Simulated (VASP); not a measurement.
The system is CaF2 (Fluorite).

```
Ca F
1.0
     0.00000    2.73100    2.73100
     2.73100    0.00000    2.73100
     2.73100    2.73100    0.00000
Ca F
1 2
Direct
  0.00000 0.00000 0.00000
  0.75000 0.75000 0.75000
  0.25000 0.25000 0.25000
```

Base run:

| Quantity | Value |
| --- | --- |
| Program | VASP 6.6.1 |
| Functional | TB-mBJ |
| Potentials or basis | VASP PAW PBE potentials, release 64 (Ca_sv, F) |
| Cutoff | 520 eV |
| k mesh | 8 × 8 × 8 |
| Occupations | gaussian, width 0.02 eV |
| Spin | no spin polarisation |

Its results: band gap on the k mesh 10.24 eV, direct.

**Question.** The run is repeated on the same cell with these changes: functional from TB-mBJ to r2SCAN. What comes out?

**Answer.** Band gap on the k mesh 7.95 eV, indirect (least direct gap 8.20 eV).
